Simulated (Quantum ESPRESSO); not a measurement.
**BaTiO3: Wannier functions under several settings**

```
Ba Ti O
1.0
     4.00600    0.00000    0.00000
     0.00000    4.00600    0.00000
     0.00000    0.00000    4.00600
Ba Ti O
1 1 3
Cartesian
  2.0030 2.0030 2.0030
  0.0000 0.0000 0.0000
  0.0000 0.0000 2.0030
  0.0000 2.0030 0.0000
  2.0030 0.0000 0.0000
```

All runs used Quantum ESPRESSO 7.5; potentials GBRV 1.5 LDA; k mesh 4 × 4 × 4; given cell; no spin polarisation; cutoff 612 eV; occupations fermi-dirac, width 0.05 eV.

```tsv
level	start	Wannier mesh	functions	spread a function (Å²)	RMS miss of the bands (meV)
LDA	atomic projections with disentanglement	4 × 4 × 4	30	1.07	8
LDA	atomic projections with disentanglement, not minimised	4 × 4 × 4	30	1.37	3
LDA	SCDM with an erfc weight	4 × 4 × 4	30	1.32	8
LDA	SCDM on the occupied bands	4 × 4 × 4	?	?	?
```

Q: What stands in the row left open?

A: Functions 15; spread a function 0.97 Å²; RMS miss of the bands 7 meV.

Caveats: the Wannier minimisation didn't converge (some runs).

For the row left open. Caveat: the Wannier minimisation didn't converge.
